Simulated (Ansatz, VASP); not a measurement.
# One calculation of Pb, two programs

```xyz
1
Lattice="-2.0064 2.0064 2.0064 2.0064 -2.0064 2.0064 2.0064 2.0064 -2.0064" Properties=species:S:1:pos:R:3 pbc="T T T"
Pb    0.0000    0.0000    0.0000
```

Alike in both runs: task single point; functional PBEsol; k mesh 13 × 13 × 13; occupations fermi-dirac, width 0.1 eV; no spin polarisation.

|  | VASP | Ansatz |
| --- | --- | --- |
| version | VASP 6.6.1 | Ansatz 0.2.0 |
| potentials or method | VASP PAW PBE potentials, release 64 (Pb_d) | plane waves (420 eV) with PAW, scalar-relativistic |
| plane-wave cutoff (eV) | 520 | 420 |
| valence electrons in the cell | 14 | 14 |

|  | VASP | Ansatz | Ansatz less VASP |
| --- | --- | --- | --- |
| pressure (GPa) | -3.0 | -3.0 | +0.01 |

Ansatz warned: «pseudo_functional_mismatch».

Caveats: the PAW data sets were made with another functional, which shifts forces and pressure a little (VASP). The runs have no spin-orbit coupling, so splittings on Pb are missing.
